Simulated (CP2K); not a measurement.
A run of CP2K 2026.2:

aln_charges.inp

```
&GLOBAL
  PROJECT aln_charges
  RUN_TYPE ENERGY_FORCE
  PRINT_LEVEL LOW
&END GLOBAL
&FORCE_EVAL
  METHOD QS
  STRESS_TENSOR ANALYTICAL
  &DFT
    BASIS_SET_FILE_NAME BASIS_MOLOPT_UZH
    POTENTIAL_FILE_NAME POTENTIAL_UZH
    &MGRID
      CUTOFF 450
      REL_CUTOFF 60
      NGRIDS 5
    &END MGRID
    &QS
      METHOD GPW
      EPS_DEFAULT 1.0E-9
    &END QS
    &KPOINTS
      SCHEME MONKHORST-PACK 10 10 6
      GAMMA_CENTERED T
      SYMMETRY T
      SYMMETRY_BACKEND SPGLIB
    &END KPOINTS
    &SCF
      SCF_GUESS ATOMIC
      EPS_SCF 1.0E-6
      MAX_SCF 100
      ADDED_MOS 14
      CHOLESKY OFF
      EPS_EIGVAL 1.0E-7
      &DIAGONALIZATION ON
        ALGORITHM STANDARD
      &END DIAGONALIZATION
      &MIXING ON
        METHOD BROYDEN_MIXING
        ALPHA 0.4
        BETA 1.5
        NBUFFER 8
      &END MIXING
      &SMEAR ON
        METHOD FERMI_DIRAC
        ELECTRONIC_TEMPERATURE [K] 580.226
      &END SMEAR
    &END SCF
    &XC
      &XC_FUNCTIONAL PBE
      &END XC_FUNCTIONAL
    &END XC
    &PRINT
      &KPOINTS ON
      &END KPOINTS
      &MULLIKEN ON
      &END MULLIKEN
      &MO ON
        ENERGIES T
        OCCUPATION_NUMBERS T
        &EACH
          QS_SCF 0
        &END EACH
        ADD_LAST NUMERIC
      &END MO
      &LOWDIN ON
      &END LOWDIN
      &HIRSHFELD ON
        SHAPE_FUNCTION GAUSSIAN
      &END HIRSHFELD
      &VORONOI ON
        VORONOI_RADII VDW
      &END VORONOI
    &END PRINT
  &END DFT
  &SUBSYS
    &CELL
      A 3.1130000000 0.0000000000 0.0000000000
      B -1.5565000000 2.6959370820 0.0000000000
      C 0.0000000000 0.0000000000 4.9810000000
      PERIODIC XYZ
    &END CELL
    &COORD
      Al  1.5565000002 0.8986456939 2.4905000000
      Al  -0.0000000002 1.7972913881 0.0000000000
      N   1.5565000002 0.8986456939 4.3832800000
      N   -0.0000000002 1.7972913881 1.8927800000
    &END COORD
    &KIND Al
      BASIS_SET TZVP-MOLOPT-PBE-GTH-q3
      POTENTIAL GTH-PBE-q3
    &END KIND
    &KIND N
      BASIS_SET TZVP-MOLOPT-PBE-GTH-q5
      POTENTIAL GTH-PBE-q5
    &END KIND
    &PRINT
      &ATOMIC_COORDINATES ON
      &END ATOMIC_COORDINATES
      &CELL ON
      &END CELL
    &END PRINT
  &END SUBSYS
  &PRINT
    &FORCES ON
    &END FORCES
    &STRESS_TENSOR ON
    &END STRESS_TENSOR
  &END PRINT
&END FORCE_EVAL
```

Potentials or basis: POTENTIAL_UZH Al GTH-PBE-q3, N GTH-PBE-q5; TZVP-MOLOPT-PBE-GTH basis.

Command:

```bash
$ OMP_NUM_THREADS=1 cp2k.psmp -i aln_charges.inp -o aln_charges.out
```

Hardware: 1 thread of Arm Neoverse V2 (shared host).

**Question.** Estimate the wall time of this run.

**Answer.** Wall time 52 s on 1 thread of Arm Neoverse V2, on a shared host, peak memory 0.31 GiB. Counts: scf iterations 15, k points 56, basis 68, bands 22, force evaluations 1.
